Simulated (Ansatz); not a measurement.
**Molecular dynamics of W$_{8}$C$_{9}$**

The input (input.yaml):

```yaml
accuracy: low
crystal:
  lattice:
    - [5.833189, 0.0, 0.0]
    - [0.0, 5.678872, 0.0]
    - [0.0, 0.0, 17.209741]
  atoms:
    - { symbol: W, position: [0.0, 0.0, 0.0581066] }
    - { symbol: C, position: [0.47434123, 0.25092208, 0.15182208] }
    - { symbol: W, position: [0.24843819, 0.00805296, 0.20839987] }
    - { symbol: C, position: [0.21017043, 0.24618785, 0.28783912] }
    - { symbol: W, position: [0.0, 0.5, 0.0581066] }
    - { symbol: C, position: [0.50396724, 0.73179191, 0.14444072] }
    - { symbol: W, position: [0.24260953, 0.48970681, 0.20606136] }
    - { symbol: C, position: [0.46118168, 0.73970009, 0.26198853] }
    - { symbol: W, position: [0.5, 0.0, 0.0581066] }
    - { symbol: C, position: [0.97857246, 0.25211027, 0.14700457] }
    - { symbol: W, position: [0.74441386, -0.0060578, 0.19201091] }
    - { symbol: C, position: [0.73438372, 0.21644737, 0.29900154] }
    - { symbol: W, position: [0.5, 0.5, 0.0581066] }
    - { symbol: C, position: [0.99948077, 0.74142687, 0.16414069] }
    - { symbol: W, position: [0.74866047, 0.4904735, 0.20573661] }
    - { symbol: C, position: [0.68717019, 0.76684046, 0.29540829] }
    - { symbol: C, position: [0.74441896, -0.00284026, 0.31975642] }
basis:
  ecutwfc: 420.0
kpoints:
  mp_grid: { grid: [3, 3, 1] }
hamiltonian:
  xc: pbe
  dispersion: d3bj
  pseudopotentials: { kind: paw, azcp: { folder: soft_1 } }
scf:
  occupations: { method: fermi_dirac, width: 0.15 }
  lower_state_search: "off"
md:
  timestep: 1
  n_steps: 240
  ensemble: nve
  temperature: 600.0
  initial_velocities: maxwell_boltzmann
  seed: 239622
  constraints: [{ sites: [0, 4, 8, 12] }]
```

Command:

```bash
$ ansatz run input.yaml --threads 2 --pin off --max-ram 5120MiB --backend cpu --events-out ev --progress --plain --runs-dir out
```

It goes on from the last frame of an earlier run, with new velocities.

Output, in part (step lines):

```
md step     0: t =     0.00 fs  T =   600.0 K  F+E_penalty+E_count = -85330.17095457 eV  E_kin = 1.008228 eV  conserved = -85329.16272658 eV  (12 SCF iters)
[... lines left out ...]
```

The steps, from the saved trajectory:

```
time (fs)  T (K)  potential energy less start (eV)  conserved less start (meV/atom)
        0    600                             0.000                             0.00
        8    529                             0.121                             0.09
       16    452                             0.250                             0.11
       24    474                             0.213                             0.09
       32    485                             0.195                             0.08
       40    446                             0.260                             0.05
       48    406                             0.328                             0.08
       56    467                             0.224                             0.05
       64    375                             0.379                             0.12
       72    326                             0.462                             0.09
       80    333                             0.449                             0.08
       88    352                             0.417                             0.07
       96    327                             0.460                             0.10
      104    344                             0.433                             0.12
      112    466                             0.226                             0.06
      120    364                             0.399                             0.10
      128    337                             0.443                             0.04
      136    330                             0.455                             0.10
      144    469                             0.220                             0.01
      152    322                             0.469                             0.12
      160    370                             0.386                             0.03
      168    376                             0.378                             0.08
      176    437                             0.274                             0.02
      184    342                             0.436                             0.11
      192    441                             0.268                             0.12
      200    672                            -0.120                             0.02
      208    603                            -0.004                             0.08
      216    559                             0.069                             0.07
      224    611                            -0.017                             0.08
      232    663                            -0.105                             0.05
      240    600                             0.002                             0.10
```

All steps were run. The conserved energy stayed within 0.16 meV per atom of its start (net change 0.097 meV per atom), so the integration is sound. A run of 0.24 ps of so small a system gives no equilibrium averages. Limits of this set-up: coarse k mesh, thin slab, slab without dipole correction, low accuracy level.

Mean squared displacements from the first frame to the last: W 0.02 Å², C 0.29 Å².

Last frame:

```xyz
17
Lattice="5.8332 0.0000 0.0000 0.0000 5.6789 0.0000 0.0000 0.0000 17.2097" Properties=species:S:1:pos:R:3
W 0.000 0.000 1.000
C 2.917 1.427 2.552
W 1.501 0.060 3.442
C 0.214 1.454 4.002
W 0.000 2.839 1.000
C 3.152 4.208 2.460
W 1.551 2.950 3.346
C 2.617 4.207 4.481
W 2.917 0.000 1.000
C 5.835 1.436 2.343
W 4.340 -0.046 3.453
C 3.709 1.310 5.098
W 2.917 2.839 1.000
C 5.954 4.266 2.599
W 4.352 2.723 3.662
C 3.833 4.361 5.173
C 4.084 0.106 5.599
```

Time of the run: 33 min on 2 threads of Arm Neoverse V1 (shared host), peak memory 1 GiB.
